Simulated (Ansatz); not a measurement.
# MgO (Fm-3m), a sublattice moved along a line

Method: Ansatz, DFT PBEsol, scalar-relativistic, plane waves, PAW. Settings: plane waves to 420 eV, k-mesh 10×10×10 (Γ-centred), Gaussian smearing 0.05 eV. No spin polarisation. Energies are free energies at this smearing, counted from the undisturbed cell; pressure is positive in compression.

Zero of the scan (as given, not relaxed at this level; it stands at -5.8 GPa):

```
Mg O
1.0
     0.00000    2.13515    2.13515
     2.13515    0.00000    2.13515
     2.13515    2.13515    0.00000
Mg O
1 1
Direct
  0.00000 0.00000 0.00000
  0.50000 0.50000 0.50000
```

Every O atom is moved by x along the Cartesian unit vector (0.000, 0.000, 1.000); the cell and all other atoms stay fixed.

| x (Å) | ΔE (meV/cell) | force along x on the moved atoms (eV/Å) | pressure (GPa) | gap on the mesh (eV) |
| --- | --- | --- | --- | --- |
| -0.1000 | 22.7 | ? | ? | 4.25 |
| -0.0500 | 5.5 | 0.22 | -5.6 | 4.25 |
| 0.0000 | 0.0 | 0.00 | -5.8 | 4.25 |
| 0.0125 | 0.3 | -0.05 | -5.7 | 4.25 |
| 0.0250 | 1.4 | -0.11 | -5.7 | 4.25 |
| 0.0375 | 3.1 | -0.17 | -5.6 | 4.25 |
| 0.0625 | 8.7 | ? | -5.4 | 4.25 |
| 0.0750 | 12.5 | -0.34 | -5.3 | 4.25 |
| 0.0875 | 17.2 | -0.40 | -5.1 | 4.25 |

By symmetry 0.1000 repeats -0.1000, -0.0750 repeats 0.0750, 0.0500 repeats -0.0500, -0.0250 repeats 0.0250 in energy; the slope of the energy along the path changes sign there.

(1) Give the withheld values.

Answers

(1) force along x on the moved atoms (eV/Å) at x (Å) = -0.1000: 0.47; pressure (GPa) at x (Å) = -0.1000: -4.9; force along x on the moved atoms (eV/Å) at x (Å) = 0.0625: -0.28.